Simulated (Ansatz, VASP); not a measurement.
# SiC (Moissanite 3C) in two plane-wave programs, part 2 of 2

One calculation is typed for both programs; each brings its own data sets. How far apart do they land? The structure shown comes from an earlier Ansatz run, which isn't shown and may have moved the atoms alone.

VASP 6.6.1 and Ansatz 0.2.0.

So far: Starting point; Ansatz: elastic constants, LDA, pair 1.

### 3. VASP: elastic constants, LDA, pair 1

Level of this step: LDA; plane waves and PAW (Si, C) (VASP).

The same cell, functional (in two slightly different forms), mesh and smearing now go to VASP, with its own data sets.

Lines of VASP's logs that name or quote its potential files are left out, and so is its time.

Input file INCAR:

```
SYSTEM = SiC
PREC = Accurate
ENCUT = 600
EDIFF = 1E-08
NELM = 120
ISMEAR = 0
SIGMA = 0.02
LREAL = .FALSE.
ALGO = Normal
GGA = CA
NBANDS = 10
LORBIT = 11
LWAVE = .FALSE.
LCHARG = .FALSE.
ISIF = 3
IBRION = 6
NFREE = 2
POTIM = 0.015
NSW = 1
LASPH = .TRUE.
GGA_COMPAT = .FALSE.
EFERMI = MIDGAP
```

Input file POSCAR:

```
SiC
1.0
    0.0000000000      2.1646594720      2.1646594720
    2.1646594720      0.0000000000      2.1646594720
    2.1646594720      2.1646594720      0.0000000000
Si C
1 1
Direct
    0.0000000000      0.0000000000      0.0000000000
    0.2500000000      0.2500000000      0.2500000000
```

Input file KPOINTS:

```
Automatic mesh
0
Gamma
6 6 6
0 0 0
```

Potentials, in the order of the species: Si and C (LDA family, release 64).

Command:

```bash
$ mpirun -np 1 vasp_std
```

Numbers of over 12 decimals in the logs are rounded to 6 here.

Log:

```text
[banner, memory and clock lines left out]
running    1 mpi-ranks, on    1 nodes
 distrk:  each k-point on    1 cores,    1 groups
 distr:  one band on    1 cores,    1 groups

 POSCAR found type information on POSCAR SiC
 POSCAR found :  2 types and       2 ions
 LDA part: xc-table for (Slater(with rela. corr.)+CA(PZ))
 , standard interpolation
 POSCAR, INCAR and KPOINTS ok, starting setup
 FFT: planning ... GRIDC
 FFT: planning ... GRID_SOFT
 FFT: planning ... GRID
 WAVECAR not read
 entering main loop
       N       E                     dE             d eps       ncg     rms          rms(c)
DAV:   1     0.121388866988E+01    0.12139E+01   -0.43691E+03   336   0.758E+02
DAV:   2    -0.182106167495E+02   -0.19425E+02   -0.18730E+02   406   0.116E+02
DAV:   3    -0.187343030601E+02   -0.52369E+00   -0.52302E+00   390   0.164E+01
DAV:   4    -0.187363642077E+02   -0.20611E-02   -0.20610E-02   376   0.128E+00
DAV:   5    -0.187363731238E+02   -0.89161E-05   -0.89161E-05   376   0.801E-02    0.928E+00
DAV:   6    -0.167314839507E+02    0.20049E+01   -0.75302E+00   334   0.132E+01    0.409E+00
DAV:   7    -0.166547772719E+02    0.76707E-01   -0.40275E-01   384   0.395E+00    0.182E+00
DAV:   8    -0.166339998227E+02    0.20777E-01   -0.27899E-02   334   0.109E+00    0.177E-01
DAV:   9    -0.166336281018E+02    0.37172E-03   -0.18480E-03   404   0.250E-01    0.945E-02
DAV:  10    -0.166336422596E+02   -0.14158E-04   -0.10993E-04   344   0.716E-02    0.315E-02
DAV:  11    -0.166336427608E+02   -0.50110E-06   -0.31065E-06   376   0.119E-02    0.127E-02
DAV:  12    -0.166336425333E+02    0.22742E-06   -0.66213E-07   336   0.423E-03    0.547E-04
DAV:  13    -0.166336425332E+02    0.92200E-10   -0.24911E-08   334   0.108E-03
   1 F= -.16633643E+02 E0= -.16633643E+02  d E =0.000000E+00
[... from here on, the cycles between the ionic steps are left out ...]
   2 F= -.16628395E+02 E0= -.16628395E+02  d E =0.000000E+00
   3 F= -.16627436E+02 E0= -.16627436E+02  d E =0.000000E+00
   8 F= -.16629618E+02 E0= -.16629618E+02  d E =0.000000E+00
   9 F= -.16629618E+02 E0= -.16629618E+02  d E =0.000000E+00
  10 F= -.16629618E+02 E0= -.16629618E+02  d E =0.000000E+00
  11 F= -.16629618E+02 E0= -.16629618E+02  d E =0.000000E+00
  12 F= -.16629618E+02 E0= -.16629618E+02  d E =0.000000E+00
  13 F= -.16629618E+02 E0= -.16629618E+02  d E =0.000000E+00
  14 F= -.16631427E+02 E0= -.16631427E+02  d E =0.000000E+00
  15 F= -.16631427E+02 E0= -.16631427E+02  d E =0.000000E+00
  16 F= -.16631427E+02 E0= -.16631427E+02  d E =0.000000E+00
 Finite differences progress:
  Degree of freedom:   8/  8
  Displacement:        1/  2
  Total:              15/ 16
 bond charge predicted
       N       E                     dE             d eps       ncg     rms          rms(c)
DAV:   1    -0.166343944234E+02   -0.29676E-02   -0.16022E+00   922   0.912E+00    0.361E-01
DAV:   2    -0.166322920919E+02    0.21023E-02   -0.12907E-02  1060   0.917E-01    0.148E-01
DAV:   3    -0.166314142150E+02    0.87788E-03   -0.29368E-03  1062   0.363E-01    0.270E-02
DAV:   4    -0.166314286040E+02   -0.14389E-04   -0.18402E-04  1032   0.111E-01    0.167E-02
DAV:   5    -0.166314268043E+02    0.17997E-05   -0.27985E-06  1064   0.123E-02    0.325E-03
DAV:   6    -0.166314267749E+02    0.29426E-07   -0.19970E-07  1058   0.314E-03    0.812E-04
DAV:   7    -0.166314267753E+02   -0.35482E-09   -0.53823E-09   566   0.542E-04
  17 F= -.16631427E+02 E0= -.16631427E+02  d E =0.000000E+00
 Finite differences progress:
  Degree of freedom:   8/  8
  Displacement:        2/  2
  Total:              16/ 16
```

OUTCAR, selected parts (step 3):

```text
ion  position               nearest neighbor table
   1  0.000  0.000  0.000-   2 1.87   2 1.87   2 1.87   2 1.87
   2  0.250  0.250  0.250-   1 1.87   1 1.87   1 1.87   1 1.87

  LATTYP: Found a face centered cubic cell.
 ALAT       =     4.3293189440

 Subroutine GETGRP returns: Found 24 space group operations
 (whereof 24 operations were pure point group operations)

The static configuration has the point symmetry T_d .

 Found     16 irreducible k-points:

   k-points           NKPTS =     16   k-points in BZ     NKDIM =     16   number of bands    NBANDS=     10

   dimension x,y,z NGX =    24 NGY =   24 NGZ =   24
   dimension x,y,z NGXF=    48 NGYF=   48 NGZF=   48

   ENCUT  =  600.0 eV  44.10 Ry    6.64 a.u.   6.11  6.11  6.11*2*pi/ulx,y,z

   NELECT =       8.0000    total number of electrons

 k-points in reciprocal lattice and weights: Automatic mesh
   0.00000000  0.00000000  0.00000000       0.005
   0.16666667  0.00000000  0.00000000       0.037
   0.33333333  0.00000000  0.00000000       0.037
   0.50000000  0.00000000  0.00000000       0.019
   0.16666667  0.16666667  0.00000000       0.028
   0.33333333  0.16666667  0.00000000       0.111
   0.50000000  0.16666667  0.00000000       0.111
  -0.33333333  0.16666667  0.00000000       0.111
  -0.16666667  0.16666667  0.00000000       0.056
[...]
-0.33333333  0.33333333  0.16666667       0.111
  -0.33333333  0.50000000  0.16666667       0.056

 average (electrostatic) potential at core
       1 -81.6561       2 -48.7336

 E-fermi :   8.9710

 k-point     1 :       0.0000    0.0000    0.0000
  band No.  band energies     occupation
      1      -7.1796      2.00000
      2       8.2232      2.00000
      3       8.2960      2.00000
      4       8.3665      2.00000
      5      14.8174      0.00000
      6      15.5895      0.00000
      7      15.6183      0.00000
      8      15.6491      0.00000
      9      22.8640      0.00000
    ...

 k-point     2 :       0.1667    0.0000    0.0000
  band No.  band energies     occupation
      1      -6.6293      2.00000
      2       5.8963      2.00000
      3       7.9367      2.00000
      4       8.0289      2.00000
      5      14.7727      0.00000
      6      16.1073      0.00000
      7      16.1759      0.00000
      8      16.7602      0.00000
      9      21.2592      0.00000
    ...

 k-point     3 :       0.3333    0.0000    0.0000
  band No.  band energies     occupation
      1      -5.0619      2.00000
      2       2.0512      2.00000
      3       7.4154      2.00000
      4       7.5074      2.00000
      5      14.1054      0.00000
      6      15.8894      0.00000
      7      15.9997      0.00000
      8      18.2254      0.00000
      9      22.5513      0.00000
    ...

  Total        0.0297101      0.0352847      0.0352847      0.0000000      0.1295202      0.0000000
  in kB        2.3464725      2.7867543      2.7867543      0.0000000     10.2293780      0.0000000
  external PRESSURE =       2.6399937 kB  Pullay stress =       0.0000000 kB

  energy-cutoff  :      600.00
  volume of cell :       20.29
      direct lattice vectors                 reciprocal lattice vectors
     0.000000000  2.164659472  2.164659472    -0.230983213  0.230983213  0.230983213
     2.164659472  0.000000000  2.164659472     0.230983213 -0.230983213  0.230983213
     2.164659472  2.164659472  0.000000000     0.230983213  0.230983213 -0.230983213

 POSITION                                       TOTAL-FORCE (eV/Angst)
 -----------------------------------------------------------------------------------
      0.00000      0.00000      0.00000        -0.295387      0.000000      0.000000
      1.06733      1.08233      1.08233         0.295387     -0.000000     -0.000000
 -----------------------------------------------------------------------------------
    total drift:                                0.000038      0.000000      0.000000

  FREE ENERGIE OF THE ION-ELECTRON SYSTEM (eV)
  ---------------------------------------------------
  free  energy   TOTEN  =       -16.6314267753 eV

  energy  without entropy=      -16.6314267753  energy(sigma->0) =      -16.63142678

  SYMMETRIZED ELASTIC MODULI (kBar)
 Direction    XX          YY          ZZ          XY          YZ          ZX
 --------------------------------------------------------------------------------
 XX        4017.1824   1428.7807   1428.7807     -0.0000      0.0000      0.0000
 YY        1428.7807   4017.1824   1428.7807      0.0000     -0.0000     -0.0000
 ZZ        1428.7807   1428.7807   4017.1824      0.0000      0.0000      0.0000
 XY          -0.0000      0.0000      0.0000   2826.4611      0.0000      0.0000
 YZ           0.0000     -0.0000      0.0000      0.0000   2826.4611      0.0000
 ZX           0.0000     -0.0000      0.0000      0.0000      0.0000   2826.4611
 --------------------------------------------------------------------------------

 Eigenvectors and eigenvalues of the dynamical matrix
 ----------------------------------------------------

   1 f  =   23.917872 THz   150.280423 2PiTHz  797.814340 cm-1    98.916327 meV
             X         Y         Z           dx          dy          dz
      0.000000  0.000000  0.000000    -0.432082   -0.335939    0.000000
      1.082330  1.082330  1.082330     0.660724    0.513706    0.000000

   2 f  =   23.917872 THz   150.280423 2PiTHz  797.814340 cm-1    98.916327 meV
             X         Y         Z           dx          dy          dz
      0.000000  0.000000  0.000000     0.335939   -0.432082    0.000000
      1.082330  1.082330  1.082330    -0.513706    0.660724    0.000000

   3 f  =   23.917872 THz   150.280423 2PiTHz  797.814340 cm-1    98.916327 meV
             X         Y         Z           dx          dy          dz
      0.000000  0.000000  0.000000     0.000000    0.000000   -0.547312
      1.082330  1.082330  1.082330     0.000000    0.000000    0.836929

   4 f/i=    0.000157 THz     0.000984 2PiTHz    0.005225 cm-1     0.000648 meV
             X         Y         Z           dx          dy          dz
      0.000000  0.000000  0.000000     0.190225    0.815024    0.000000
      1.082330  1.082330  1.082330     0.124398    0.532987    0.000000

   5 f/i=    0.000157 THz     0.000984 2PiTHz    0.005225 cm-1     0.000648 meV
             X         Y         Z           dx          dy          dz
      0.000000  0.000000  0.000000     0.815024   -0.190225    0.000000
      1.082330  1.082330  1.082330     0.532987   -0.124398    0.000000

   6 f/i=    0.000157 THz     0.000984 2PiTHz    0.005225 cm-1     0.000648 meV
             X         Y         Z           dx          dy          dz
      0.000000  0.000000  0.000000     0.000000    0.000000    0.836929
      1.082330  1.082330  1.082330     0.000000    0.000000    0.547312

 ELASTIC MODULI CONTR FROM IONIC RELAXATION (kBar)
 Direction    XX          YY          ZZ          XY          YZ          ZX
 --------------------------------------------------------------------------------
 XX          -0.0000     -0.0000      0.0000      0.0000     -0.0000     -0.0000
 YY          -0.0000     -0.0000     -0.0000      0.0000      0.0000     -0.0000
 ZZ           0.0000     -0.0000     -0.0000     -0.0000      0.0000     -0.0000
 XY           0.0000      0.0000     -0.0000   -298.9014      0.0000      0.0000
 YZ          -0.0000      0.0000      0.0000      0.0000   -298.9014      0.0000
 ZX          -0.0000     -0.0000     -0.0000      0.0000      0.0000   -298.9014
 --------------------------------------------------------------------------------

 TOTAL ELASTIC MODULI (kBar)
 Direction    XX          YY          ZZ          XY          YZ          ZX
 --------------------------------------------------------------------------------
 XX        4017.1824   1428.7807   1428.7807     -0.0000      0.0000      0.0000
 YY        1428.7807   4017.1824   1428.7807      0.0000     -0.0000     -0.0000
 ZZ        1428.7807   1428.7807   4017.1824      0.0000      0.0000      0.0000
 XY          -0.0000      0.0000      0.0000   2527.5597      0.0000      0.0000
 YZ           0.0000     -0.0000      0.0000      0.0000   2527.5597      0.0000
 ZX           0.0000     -0.0000      0.0000      0.0000      0.0000   2527.5597
 --------------------------------------------------------------------------------

 total charge
# of ion       s       p       d       tot
------------------------------------------
    1        0.715   0.998   0.000   1.713
    2        0.828   1.732   0.000   2.560
--------------------------------------------------
tot          1.542   2.730   0.000   4.272

[... 3 further parts left out ...]
```

The last energy, forces, stress and levels in OUTCAR belong to the last displaced cell, not to the cell of POSCAR.

Levels, forces or a CONTCAR printed for this step are those of its last displaced cell, not of the structure at rest.

### 4. Comparison

Known differences besides the potentials themselves: the two LDA forms differ slightly; the cutoff is 420 eV in Ansatz and 600 eV in VASP; VASP's log shows a relativistic correction to its local exchange, Ansatz's none; VASP takes each elastic constant from one size of strain, Ansatz from those that its log lists. Total energies have different zeros and are not compared.

Both answers:

```csv
quantity,Ansatz,VASP,difference
C11 (GPa),402.8,401.7,+0.27 %
C22 (GPa),402.8,401.7,+0.27 %
C33 (GPa),402.8,401.7,+0.27 %
C12 (GPa),143.4,142.9,+0.38 %
C13 (GPa),143.4,142.9,+0.38 %
C23 (GPa),143.4,142.9,+0.38 %
C44 (GPa),251.8,252.8,-0.39 %
C55 (GPa),251.8,252.8,-0.39 %
C66 (GPa),251.8,252.8,-0.39 %
```

### 5. Ansatz: elastic constants, LDA, pair 2

Elastic constants are differences of stresses under small strains, so they test the stress and the mesh.

The structure shown comes from an earlier Ansatz run, which isn't shown and may have moved the atoms alone.

Input file input.yaml:

```yaml
crystal:
  lattice:
    - [0.0, 2.1644841361, 2.1644841361]
    - [2.1644841361, 0.0, 2.1644841361]
    - [2.1644841361, 2.1644841361, 0.0]
  atoms:
    - { symbol: Si, position: [0.0, 0.0, 0.0] }
    - { symbol: C, position: [0.25, 0.25, 0.25] }
kpoints:
  mp_grid: { grid: [10, 10, 10] }
hamiltonian:
  xc: lda
scf:
  occupations: { method: gaussian, width: 0.02 }
output:
  forces: true
  stress: true
  eigenvalues: true
elastic:
  mode: relaxed_ion
  stencil: two_point
```

Command:

```bash
$ ansatz run input.yaml --threads 4 --pin off --max-ram 8192MiB --backend cpu --events-out ev --progress --plain --runs-dir out
```

Log:

```text
[...]
Crystal: 2 atoms, lattice volume = 20.281 Å³
Basis set: ecut = 420 eV, 411 PW (Γ)
Bands: 8, of which v1, the nominal top of the filled ones, is band 4 counted from 1 (3 counted from 0)
Symmetry: 24 space group operations
[...]
k-points: 47 of 1000 (time reversal used)
[...]
2.000e-3       0.8054        -852.2004685       5   13825    411   relax 0 steps, max|allowed force component| 1.67e-16 eV/Å
[...]
δ    σ_23 (GPa)             F (eV)   n_scf  n_hpsi   n_pw
    -2.000e-3      -0.5041        -852.2005137       2   17267    411   relax 3 steps, max|allowed force component| 1.04e-7 eV/Å
     2.000e-3       0.5041        -852.2005137       2   17311    411   relax 2 steps, max|allowed force component| 1.20e-7 eV/Å
[key lines of the parts left out:]
SCF converged after 8 iterations
Free energy (F): -852.200550 eV
Fermi energy:    10.147404 eV
P = ⅓ Tr σ = 0.0002 GPa (0.002 kbar)
```

### 6. VASP: elastic constants, LDA, pair 2

The same cell, functional (in two slightly different forms), mesh and smearing now go to VASP, with its own data sets.

INCAR is that of step 3.

Input file POSCAR:

```
SiC
1.0
    0.0000000000      2.1644841361      2.1644841361
    2.1644841361      0.0000000000      2.1644841361
    2.1644841361      2.1644841361      0.0000000000
Si C
1 1
Direct
    0.0000000000      0.0000000000      0.0000000000
    0.2500000000      0.2500000000      0.2500000000
```

Input file KPOINTS:

```
Automatic mesh
0
Gamma
10 10 10
0 0 0
```

Command:

```bash
$ mpirun -np 1 vasp_std
```

Log:

```text
[... set-up lines as in an earlier step ...]
 entering main loop
       N       E                     dE             d eps       ncg     rms          rms(c)
DAV:   1     0.211150695292E+01    0.21115E+01   -0.44156E+03   980   0.767E+02
DAV:   2    -0.181126027706E+02   -0.20224E+02   -0.18903E+02  1232   0.115E+02
DAV:   3    -0.187370745448E+02   -0.62447E+00   -0.62349E+00  1090   0.178E+01
DAV:   4    -0.187397933628E+02   -0.27188E-02   -0.27186E-02  1098   0.151E+00
[...]
DAV:  11    -0.166446299970E+02   -0.40243E-06   -0.31360E-06  1116   0.120E-02    0.132E-02
DAV:  12    -0.166446297732E+02    0.22378E-06   -0.66864E-07   976   0.426E-03    0.585E-04
DAV:  13    -0.166446297726E+02    0.65961E-09   -0.28709E-08  1014   0.113E-03
   1 F= -.16644630E+02 E0= -.16644630E+02  d E =0.000000E+00
[... from here on, the cycles between the ionic steps are left out ...]
   2 F= -.16639398E+02 E0= -.16639398E+02  d E =0.000000E+00
   3 F= -.16638385E+02 E0= -.16638385E+02  d E =0.000000E+00
   8 F= -.16640589E+02 E0= -.16640589E+02  d E =0.000000E+00
   9 F= -.16640589E+02 E0= -.16640589E+02  d E =0.000000E+00
  10 F= -.16640589E+02 E0= -.16640589E+02  d E =0.000000E+00
  11 F= -.16640589E+02 E0= -.16640589E+02  d E =0.000000E+00
  12 F= -.16640589E+02 E0= -.16640589E+02  d E =0.000000E+00
  13 F= -.16640589E+02 E0= -.16640589E+02  d E =0.000000E+00
  14 F= -.16642415E+02 E0= -.16642415E+02  d E =0.000000E+00
  15 F= -.16642415E+02 E0= -.16642415E+02  d E =0.000000E+00
  16 F= -.16642415E+02 E0= -.16642415E+02  d E =0.000000E+00
  17 F= -.16642415E+02 E0= -.16642415E+02  d E =0.000000E+00
 Finite differences progress:
  Degree of freedom:   8/  8
  Displacement:        2/  2
  Total:              16/ 16
```

OUTCAR, selected parts (step 6):

```text
  Total        0.0314000      0.0370263      0.0370263      0.0000000      0.1311682      0.0000000
  in kB        2.4805474      2.9250143      2.9250143      0.0000000     10.3620578      0.0000000
  external PRESSURE =       2.7768587 kB  Pullay stress =       0.0000000 kB

 POSITION                                       TOTAL-FORCE (eV/Angst)
 -----------------------------------------------------------------------------------
      0.00000      0.00000      0.00000        -0.295265     -0.000000     -0.000000
      1.06724      1.08224      1.08224         0.295265      0.000000      0.000000
 -----------------------------------------------------------------------------------
    total drift:                                0.000042      0.000000      0.000000

  FREE ENERGIE OF THE ION-ELECTRON SYSTEM (eV)
  ---------------------------------------------------
  free  energy   TOTEN  =       -16.6424149491 eV

  energy  without entropy=      -16.6424149491  energy(sigma->0) =      -16.64241495

[... 3 further parts left out ...]
[key lines of the parts left out:]
E-fermi :   8.9697
```

Levels, forces or a CONTCAR printed for this step are those of its last displaced cell, not of the structure at rest.

### 7. Side by side

Compared:

```csv
quantity,Ansatz,VASP,difference
C11 (GPa),403.5,402.6,+0.23 %
C22 (GPa),403.5,402.6,+0.23 %
C33 (GPa),403.5,402.6,+0.23 %
C12 (GPa),142.7,142.4,+0.20 %
C13 (GPa),142.7,142.4,+0.20 %
C23 (GPa),142.7,142.4,+0.20 %
C44 (GPa),252.1,253.2,-0.43 %
C55 (GPa),252.1,253.2,-0.43 %
C66 (GPa),252.1,253.2,-0.43 %
```

### 8. Results

```json
{"difference in C44 (elastic constants, LDA, pair 1)": "-0.39 %", "difference in C44 (elastic constants, LDA, pair 2)": "-0.43 %"}
```

What this shows: The difference in C44 is -0.43 % (elastic constants, LDA, pair 2), within the 5 % picked in this series as the mark of a large difference. Such differences can come from data sets, numerical settings and the points named under the comparisons, not from the functional's error against experiment.

[Lines on the potential files, build, host, timing and source positions are cut from VASP's logs without a mark.]

[Logs are printed without paths, hosts, clocks, repeated set-up lines and the standing remarks that a program may print on its own settings, such as how far it seeks lower states.]

[Hosts, paths, dates, database ids (printed as entryN), source tags and the programs' standing remarks are cut or masked in the printed files.]
